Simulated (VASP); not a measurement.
# SrTiO3 (Pm-3m) in VASP: notebook

The runs below take SrTiO3 through band structure, with r2SCAN, HSE06, PBE0.

Program: VASP 6.6.1. These are calculated values, not measurements. Logs are shortened: lines on timing, memory, paths and dates and some standing lists are left out, and cuts for length are marked.

## 1. Starting point

The structure is cubic, space group Pm-3m (No. 221). The conventional cell has a = 3.940 Å, b = 3.940 Å, c = 3.940 Å, α = 90.00°, β = 90.00°, γ = 90.00°. Around Sr (site symmetry m-3m) lie 12 O at 2.79 Å. Around Ti (site symmetry m-3m) lie 6 O at 1.97 Å. Around O (site symmetry 4/mmm) lie 2 Ti at 1.97 Å.

The cell is a database's computed one.

## 2. Band structure, r2SCAN

Input file INCAR:

```
SYSTEM = SrTiO3
PREC = Accurate
ENCUT = 450
EDIFF = 1E-6
ISMEAR = 0
SIGMA = 0.02
LREAL = .FALSE.
LASPH = .TRUE.
NELM = 120
ALGO = Normal
ISIF = 2
LWAVE = .FALSE.
LCHARG = .FALSE.
LMAXMIX = 4
METAGGA = R2SCAN
LMIXTAU = .TRUE.
NBANDS = 28
KPAR = 4
```

Input file KPOINTS:

```
Automatic mesh
0
G
  10 10 10
  0 0 0
```

Input file POSCAR:

```
SrTiO3                                  
1.0
    3.9398812846      0.0000000000      0.0000000000
    0.0000000000      3.9398812846      0.0000000000
    0.0000000000      0.0000000000      3.9398812846
  Sr              Ti              O             
     1     1     3
Direct
     0.0000000000000000    0.0000000000000000    0.0000000000000000
     0.5000000000000000    0.5000000000000000    0.5000000000000000
     0.5000000000000000    0.0000000000000000    0.5000000000000000
     0.5000000000000000    0.5000000000000000    0.0000000000000000
     0.0000000000000000    0.5000000000000000    0.5000000000000000
```

Input file KPOINTS_OPT:

```
path GXMGRX,MR
10
line-mode
reciprocal
 0.0000000000  0.0000000000  0.0000000000  G
 0.0000000000  0.5000000000  0.0000000000  X

 0.0000000000  0.5000000000  0.0000000000  X
 0.5000000000  0.5000000000  0.0000000000  M

 0.5000000000  0.5000000000  0.0000000000  M
 0.0000000000  0.0000000000  0.0000000000  G

 0.0000000000  0.0000000000  0.0000000000  G
 0.5000000000  0.5000000000  0.5000000000  R

 0.5000000000  0.5000000000  0.5000000000  R
 0.0000000000  0.5000000000  0.0000000000  X

 0.5000000000  0.5000000000  0.0000000000  M
 0.5000000000  0.5000000000  0.5000000000  R
```

Potentials or basis: VASP PAW PBE potentials, release 64 (Sr_sv, Ti_sv, O).

On the command line:

```sh
cat potpaw_PBE.64/Sr_sv/POTCAR potpaw_PBE.64/Ti_sv/POTCAR potpaw_PBE.64/O/POTCAR > POTCAR
mpirun -np 4 vasp_std > vasp.out
```

OUTCAR:

```text
SYSTEM = SrTiO3
   PREC = Accurate
   ENCUT = 450
   EDIFF = 1E-6
   ISMEAR = 0
   LREAL = .FALSE.
   LASPH = .TRUE.
   NELM = 120
   ISIF = 2
   METAGGA = R2SCAN

 ion  position               nearest neighbor table
   1  0.000  0.000  0.000-   3 2.79   4 2.79   5 2.79   3 2.79   5 2.79   4 2.79   5 2.79   5 2.79
                             3 2.79   4 2.79   3 2.79   4 2.79   2 3.41   2 3.41   2 3.41   2 3.41
   2  0.500  0.500  0.500-   3 1.97   4 1.97   5 1.97   4 1.97   3 1.97   5 1.97   1 3.41   1 3.41
                             1 3.41   1 3.41   1 3.41   1 3.41   1 3.41   1 3.41
   3  0.500  0.000  0.500-   2 1.97   2 1.97   1 2.79   1 2.79   1 2.79   1 2.79
   4  0.500  0.500  0.000-   2 1.97   2 1.97   1 2.79   1 2.79   1 2.79   1 2.79
   5  0.000  0.500  0.500-   2 1.97   2 1.97   1 2.79   1 2.79   1 2.79   1 2.79

  LATTYP: Found a simple cubic cell.
 ALAT       =     3.9398812846

  Lattice vectors:

 A1 = (   3.9398812846,   0.0000000000,   0.0000000000)
 A2 = (   0.0000000000,   3.9398812846,   0.0000000000)
 A3 = (   0.0000000000,   0.0000000000,   3.9398812846)

Analysis of symmetry for initial positions (statically):
=====================================================================
 Subroutine PRICEL returns:
 Original cell was already a primitive cell.

 Routine SETGRP: Setting up the symmetry group for a
 simple cubic supercell.

 Subroutine GETGRP returns: Found 48 space group operations
 (whereof 48 operations were pure point group operations)
 out of a pool of 48 trial point group operations.

The static configuration has the point symmetry O_h .

Analysis of symmetry for dynamics (positions and initial velocities):
=====================================================================
 Subroutine PRICEL returns:
 Original cell was already a primitive cell.

 Routine SETGRP: Setting up the symmetry group for a
 simple cubic supercell.

 Subroutine GETGRP returns: Found 48 space group operations
 (whereof 48 operations were pure point group operations)
 out of a pool of 48 trial point group operations.

The dynamic configuration has the point symmetry O_h .

 Subroutine INISYM returns: Found 48 space group operations
 (whereof 48 operations are pure point group operations),
 and found     1 'primitive' translations

----------------------------------------------------------------------------------------

                                     Primitive cell

  volume of cell :      61.1575

  direct lattice vectors                    reciprocal lattice vectors
     3.939881285  0.000000000  0.000000000     0.253814754  0.000000000  0.000000000
     0.000000000  3.939881285  0.000000000     0.000000000  0.253814754  0.000000000
     0.000000000  0.000000000  3.939881285     0.000000000  0.000000000  0.253814754

  length of vectors
     3.939881285  3.939881285  3.939881285     0.253814754  0.253814754  0.253814754

  position of ions in fractional coordinates (direct lattice)
     0.000000000  0.000000000  0.000000000
     0.500000000  0.500000000  0.500000000
     0.500000000  0.000000000  0.500000000
     0.500000000  0.500000000  0.000000000
     0.000000000  0.500000000  0.500000000

  ion indices of the primitive-cell ions
   primitive index   ion index
                 1           1
                 2           2
                 3           3
                 4           4
                 5           5

----------------------------------------------------------------------------------------

 KPOINTS: Automatic mesh

Automatic generation of k-mesh.
 Grid dimensions read from file:
 generate k-points for:   10   10   10

 Generating k-lattice:

  Cartesian coordinates                     Fractional coordinates (reciprocal lattice)
     0.025381475  0.000000000  0.000000000     0.100000000  0.000000000  0.000000000
     0.000000000  0.025381475  0.000000000     0.000000000  0.100000000  0.000000000
     0.000000000  0.000000000  0.025381475     0.000000000  0.000000000  0.100000000

  Length of vectors
     0.025381475  0.025381475  0.025381475

  Shift w.r.t. Gamma in fractional coordinates (k-lattice)
     0.000000000  0.000000000  0.000000000

 Subroutine IBZKPT returns following result:
 ===========================================

 Found     56 irreducible k-points:

 Following reciprocal coordinates:
            Coordinates               Weight
  0.000000  0.000000  0.000000      1.000000
  0.100000  0.000000  0.000000      6.000000
  0.200000  0.000000  0.000000      6.000000
  0.300000  0.000000  0.000000      6.000000
  0.400000  0.000000  0.000000      6.000000
  0.500000  0.000000  0.000000      3.000000
[... 16 lines left out ...]
  0.200000  0.100000  0.100000     24.000000
  0.300000  0.100000  0.100000     24.000000
 [... further k-points ...]
   k-points           NKPTS =     56   k-points in BZ     NKDIM =     56   number of bands    NBANDS=     28
   number of dos      NEDOS =    301   number of ions     NIONS =      5
   total plane-waves  NPLWV =  21952
   dimension x,y,z NGX =    28 NGY =   28 NGZ =   28
   dimension x,y,z NGXF=    56 NGYF=   56 NGZF=   56
   ions per type =               1   1   3
   NGX,Y,Z   is equivalent  to a cutoff of  11.81, 11.81, 11.81 a.u.
   NGXF,Y,Z  is equivalent  to a cutoff of  23.63, 23.63, 23.63 a.u.
 SYSTEM =  SrTiO3
   PREC   = accura    normal or accurate (medium, high low for compatibility)
   ISTART =      0    job   : 0-new  1-cont  2-samecut
   ICHARG =      2    charge: 1-file 2-atom 10-const
   ISPIN  =      1    spin polarized calculation?
   LNONCOLLINEAR =      F non collinear calculations
   LSORBIT =      F    spin-orbit coupling
   LASPH  =      T    aspherical Exc in radial PAW
   ENCUT  =  450.0 eV  33.07 Ry    5.75 a.u.   6.81  6.81  6.81*2*pi/ulx,y,z
   NELM   =    120;   NELMIN=  2; NELMDL= -5     # of ELM steps
   EDIFF  = 0.1E-05   stopping-criterion for ELM
   LREAL  =      F    real-space projection
   EDIFFG = 0.1E-04   stopping-criterion for IOM
   NSW    =      0    number of steps for IOM
   IBRION =     -1    ionic relax: 0-MD 1-quasi-New 2-CG
   NFREE  =      0    steps in history (QN), initial steepest desc. (CG)
   ISIF   =      2    stress and relaxation
   ISYM   =      2    0-nonsym 1-usesym 2-fastsym
   POTIM  = 0.5000    time-step for ionic-motion
   TEBEG  =    0.0;   TEEND  =   0.0 temperature during run
   PSTRESS=    0.0 pullay stress
   NELECT =      40.0000    total number of electrons
   NUPDOWN=      -1.0000    fix difference up-down
   EMIN   =  10.00;   EMAX   =-10.00  energy-range for DOS
   EFERMI =   0.00;   METHOD = LEGACY
   ISMEAR =     0;   SIGMA  =   0.02  broadening in eV -4-tet -1-fermi 0-gaus
   EFERMI_NEDOS =   21; number of points for ismear=-14 and -15
   IALGO  =     38    algorithm
   IMIX   =      4    mixing-type and parameters
     AMIX     =   0.40;   BMIX     =  1.00
     AMIX_MAG =   1.60;   BMIX_MAG =  1.00
  volume/ion in A,a.u.               =      12.23        82.54
  Fermi-wavevector in a.u.,A,eV,Ry     =   1.421058  2.685410 27.475670  2.019405
  Thomas-Fermi vector in A             =   2.541907
   LORBIT       =      0    0 simple, 1 ext, 2 COOP (PROOUT), +10 PAW based schemes
   METAGGA = R2SCAN    functional components
   LHFCALC =     F    Hartree Fock is set to
   AEXX    =    0.0000 exact exchange contribution
   IVDW    =     0    specifies the selected vdW correction
   LEPSILON=     F    determine dielectric tensor
   LRPA    =     F    only Hartree local field effects (RPA)
 non-spin polarized calculation
 Gauss-broadening in eV      SIGMA  =   0.02
  energy-cutoff  :      450.00
  volume of cell :       61.16
 maximum number of plane-waves:      1357
 NGX is ok and might be reduce to    28
   NGX = 13   NGY = 13   NGZ = 13

 number of electron      40.0000021 magnetization

 Free energy of the ion-electron system (eV)
  ---------------------------------------------------
  ext. energy  EPLUGINS =         0.00000000
  ---------------------------------------------------
  free energy    TOTEN  =       -63.32664047 eV

  energy without entropy =      -63.32664047  energy(sigma->0) =      -63.32664047

 E-fermi :   3.8400     XC(G=0): -11.7820

 val. band max:        3.6309803626   @ k =   0.5000   0.5000   0.5000
 cond. band min:       5.8483609933   @ k =   0.0000   0.0000   0.0000
 fundamental gap:      2.2173806307
 Fermi energy:         3.8400444170

 k-point     1 :       0.0000    0.0000    0.0000
  band No.  band energies     occupation
      1     -55.1613      2.00000
      2     -30.3420      2.00000
      3     -30.3420      2.00000
      4     -30.3420      2.00000
      5     -30.3218      2.00000
      6     -14.6870      2.00000
[... 20 lines left out ...]
     27       9.5739      0.00000
     28      10.4614      0.00000

 k-point     2 :       0.1000    0.0000    0.0000
  band No.  band energies     occupation
      1     -55.1610      2.00000
      2     -30.3687      2.00000
      3     -30.3418      2.00000
      4     -30.3418      2.00000
      5     -30.2998      2.00000
      6     -14.6828      2.00000
[... 20 lines left out ...]
     27       9.7486      0.00000
     28      10.6966      0.00000

 k-point     3 :       0.2000    0.0000    0.0000
  band No.  band energies     occupation
      1     -55.1604      2.00000
      2     -30.4052      2.00000
      3     -30.3411      2.00000
      4     -30.3411      2.00000
      5     -30.2756      2.00000
      6     -14.6941      2.00000
[... 20 lines left out ...]
     27      10.2052      0.00000
     28      11.3633      0.00000

 k-point     4 :       0.3000    0.0000    0.0000
  band No.  band energies     occupation
      1     -55.1600      2.00000
      2     -30.4387      2.00000
      3     -30.3403      2.00000
      4     -30.3403      2.00000
      5     -30.2572      2.00000
      6     -14.7450      2.00000
[... 578 lines left out ...]
     27      10.0574      0.00000
     28      11.0604      0.00000

 k-point    23 :       0.2000    0.1000    0.1000
  band No.  band energies     occupation
      1     -55.1602      2.00000
      2     -30.4050      2.00000
      3     -30.3522      2.00000
      4     -30.3476      2.00000
      5     -30.2671      2.00000
      6     -14.6421      2.00000
[... 20 lines left out ...]
     27      10.4886      0.00000
     28      11.5337      0.00000

 k-point    24 :       0.3000    0.1000    0.1000
  band No.  band energies     occupation
      1     -55.1598      2.00000
      2     -30.4325      2.00000
      3     -30.3501      2.00000
      4     -30.3468      2.00000
      5     -30.2563      2.00000
      6     -14.6627      2.00000
[... 20 lines left out ...]
     27      11.0884      0.00000
     28      12.2175      0.00000

 [... further k-points ...]

------------------------ aborting loop because EDIFF is reached ----------------------------------------

  FORCE on cell =-STRESS in cart. coord.  units (eV):
  Direction    XX          YY          ZZ          XY          YZ          ZX
  --------------------------------------------------------------------------------------
  -------------------------------------------------------------------------------------
  Total       -1.8297687     -1.8297687     -1.8297687      0.0000000      0.0000000     -0.0000000
  in kB      -47.9355112    -47.9355112    -47.9355112      0.0000000      0.0000000     -0.0000000
  external PRESSURE =     -47.9355112 kB  Pullay stress =       0.0000000 kB

 VOLUME and BASIS-vectors are now :
 -----------------------------------------------------------------------------
  energy-cutoff  :      450.00
  volume of cell :       61.16
      direct lattice vectors                 reciprocal lattice vectors
     3.939881285  0.000000000  0.000000000     0.253814754  0.000000000  0.000000000
     0.000000000  3.939881285  0.000000000     0.000000000  0.253814754  0.000000000
     0.000000000  0.000000000  3.939881285     0.000000000  0.000000000  0.253814754

 POSITION                                       TOTAL-FORCE (eV/Angst)
 -----------------------------------------------------------------------------------
      0.00000      0.00000      0.00000         0.000000      0.000000      0.000000
      1.96994      1.96994      1.96994         0.000000      0.000000      0.000000
      1.96994      0.00000      1.96994         0.000000      0.000000      0.000000
      1.96994      1.96994      0.00000         0.000000      0.000000      0.000000
      0.00000      1.96994      1.96994         0.000000      0.000000      0.000000
 -----------------------------------------------------------------------------------
    total drift:                                0.000000      0.000000      0.000000

  FREE ENERGIE OF THE ION-ELECTRON SYSTEM (eV)
  ---------------------------------------------------
  free  energy   TOTEN  =       -63.3266404736 eV

  energy  without entropy=      -63.3266404736  energy(sigma->0) =      -63.32664047
```

Wall time 85 s (4 MPI ranks of AMD EPYC 9R45 (Zen 5), shared host); peak memory 0.23 GiB.

Results:

```
Free energy             : -63.3266 eV
Band gap on the k mesh  : 2.22 eV, indirect (least direct gap 2.61 eV)
Band gap along the path : 2.22 eV, indirect (least direct gap 2.61 eV)
```

Levels at the corners of the path, in eV from the valence-band top:
```csv
point,band 17,band 18,band 19,band 20,band 21,band 22,band 23,band 24
Γ,-1.17,-0.40,-0.40,-0.40,2.22,2.22,2.22,4.40
X,-2.30,-1.92,-0.77,-0.77,2.37,4.03,4.03,4.41
X,-2.30,-1.92,-0.77,-0.77,2.37,4.03,4.03,4.41
M,-1.81,-1.58,-1.58,-0.09,4.04,4.04,4.51,5.41
M,-1.81,-1.58,-1.58,-0.09,4.04,4.04,4.51,5.41
Γ,-1.17,-0.40,-0.40,-0.40,2.22,2.22,2.22,4.40
Γ,-1.17,-0.40,-0.40,-0.40,2.22,2.22,2.22,4.40
R,-3.72,0.00,0.00,0.00,4.71,4.71,4.71,7.53
R,-3.72,0.00,0.00,0.00,4.71,4.71,4.71,7.53
X,-2.30,-1.92,-0.77,-0.77,2.37,4.03,4.03,4.41
M,-1.81,-1.58,-1.58,-0.09,4.04,4.04,4.51,5.41
R,-3.72,0.00,0.00,0.00,4.71,4.71,4.71,7.53
```

Caveat: the cutoff is under 1.25 times the usual one of these potentials, so pressure, stress and relaxed cells hold a basis-set (Pulay) error; the PAW data sets were made with another functional, which shifts forces and pressure a little. r2SCAN opens gaps a little over a GGA but as a rule still falls short of measured ones.

## 3. Band structure, HSE06

POSCAR is that of step 2.

Input file INCAR.step1:

```
SYSTEM = SrTiO3
PREC = Accurate
ENCUT = 450
EDIFF = 1E-5
ISMEAR = 0
SIGMA = 0.02
LREAL = .FALSE.
LASPH = .TRUE.
NELM = 120
ALGO = Normal
ISIF = 2
LWAVE = .TRUE.
LCHARG = .FALSE.
LMAXMIX = 4
NBANDS = 28
KPAR = 4
GGA = PE
```

Input file INCAR.step2:

```
SYSTEM = SrTiO3
PREC = Accurate
ENCUT = 450
EDIFF = 1E-6
ISMEAR = 0
SIGMA = 0.02
LREAL = .FALSE.
LASPH = .TRUE.
NELM = 120
ALGO = Normal
ISIF = 2
LWAVE = .FALSE.
LCHARG = .FALSE.
LMAXMIX = 4
GGA = PE
LHFCALC = .TRUE.
HFSCREEN = 0.2
PRECFOCK = Fast
NBANDS = 28
KPAR = 4
ISTART = 1
```

Input file KPOINTS:

```
Automatic mesh
0
G
  6 6 6
  0 0 0
```

KPOINTS_OPT, as its differences from that of step 2:

```diff
@@ -1,3 +1,3 @@
 path GXMGRX,MR
-10
+8
 line-mode
```

Potentials or basis: VASP PAW PBE potentials, release 64 (Sr_sv, Ti_sv, O).

On the command line:

```sh
cat potpaw_PBE.64/Sr_sv/POTCAR potpaw_PBE.64/Ti_sv/POTCAR potpaw_PBE.64/O/POTCAR > POTCAR
cp INCAR.step1 INCAR
mpirun -np 4 vasp_std > vasp.out
cp INCAR.step2 INCAR
mpirun -np 4 vasp_std > vasp.out
```

Run time: 59 min. Hardware: 4 MPI ranks of AMD EPYC 9R45 (Zen 5), shared host; peak memory 0.36 GiB.

The run converged. Its results:

* Free energy: -48.7058 eV
* Band gap on the k mesh: 3.26 eV, indirect (least direct gap 3.65 eV)
* Band gap along the path: 3.26 eV, indirect (least direct gap 3.65 eV)

Levels at the corners of the path, in eV from the valence-band top:
| point | band 17 | band 18 | band 19 | band 20 | band 21 | band 22 | band 23 | band 24 |
| --- | --- | --- | --- | --- | --- | --- | --- | --- |
| Γ | -1.21 | -0.39 | -0.39 | -0.39 | 3.26 | 3.26 | 3.26 | 5.53 |
| X | -2.44 | -2.00 | -0.79 | -0.79 | 3.44 | 5.29 | 5.29 | 5.54 |
| X | -2.44 | -2.00 | -0.79 | -0.79 | 3.44 | 5.29 | 5.29 | 5.54 |
| M | -1.97 | -1.68 | -1.68 | -0.09 | 5.30 | 5.30 | 5.86 | 6.57 |
| M | -1.97 | -1.68 | -1.68 | -0.09 | 5.30 | 5.30 | 5.86 | 6.57 |
| Γ | -1.21 | -0.39 | -0.39 | -0.39 | 3.26 | 3.26 | 3.26 | 5.53 |
| Γ | -1.21 | -0.39 | -0.39 | -0.39 | 3.26 | 3.26 | 3.26 | 5.53 |
| R | -3.96 | 0.00 | 0.00 | 0.00 | 6.07 | 6.07 | 6.07 | 8.56 |
| R | -3.96 | 0.00 | 0.00 | 0.00 | 6.07 | 6.07 | 6.07 | 8.56 |
| X | -2.44 | -2.00 | -0.79 | -0.79 | 3.44 | 5.29 | 5.29 | 5.54 |
| M | -1.97 | -1.68 | -1.68 | -0.09 | 5.30 | 5.30 | 5.86 | 6.57 |
| R | -3.96 | 0.00 | 0.00 | 0.00 | 6.07 | 6.07 | 6.07 | 8.56 |

Caveat: the cutoff is under 1.25 times the usual one of these potentials, so pressure, stress and relaxed cells hold a basis-set (Pulay) error; the PAW data sets were made with another functional, which shifts forces and pressure a little.

[end of part 1 of 2]
